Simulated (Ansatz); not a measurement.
# AgBr: the cost of one run

Program: Ansatz 0.2.0. Level of theory: reference: DFT, HSE06, plane waves, PAW. These are calculated values, not measurements.

The COD entry's cell or inner coordinates are ideal or old and differ from later refinements, so a difference from it is no clean test against experiment.

1 further run of the same task is left out (for a known fault of the program).

## 1. Starting point

It takes space group Fm-3m (No. 225, cubic). The conventional cell has a = 5.786 Å, b = 5.786 Å, c = 5.786 Å, α = 90.00°, β = 90.00°, γ = 90.00°. Ag (site symmetry m-3m) has 6 Br at 2.89 Å as nearest neighbours. Br (site symmetry m-3m) has 6 Ag at 2.89 Å as nearest neighbours.

As a file:

```
Ag Br
1.0
     0.00000    2.89276    2.89276
     2.89276    0.00000    2.89276
     2.89276    2.89276    0.00000
Ag Br
1 1
Direct
  0.00000 0.00000 0.00000
  0.50000 0.50000 0.50000
```

## 2. The reference run

The input, input.yaml:

```yaml
crystal:
  lattice:
    - [0.0, 2.8927622811, 2.8927622811]
    - [2.8927622811, 0.0, 2.8927622811]
    - [2.8927622811, 2.8927622811, 0.0]
  atoms:
    - { symbol: Ag, position: [0.0, 0.0, 0.0] }
    - { symbol: Br, position: [0.5, 0.5, 0.5] }
kpoints:
  mp_grid: { grid: [4, 4, 4] }
hamiltonian:
  xc: hse06
scf:
  occupations: { method: fixed }
  n_extra_bands: 4
output:
  forces: true
  stress: true
  eigenvalues: true
```

Started as:

```bash
$ ansatz run input.yaml --threads 4 --pin off --max-ram 3686MiB --backend cpu --events-out ev --progress --plain --runs-dir out
```

What time and memory should one allow on 4 threads of AMD EPYC 7R13 (Zen 3), shared host?

About 6 s, with a peak of 0.79 GiB.
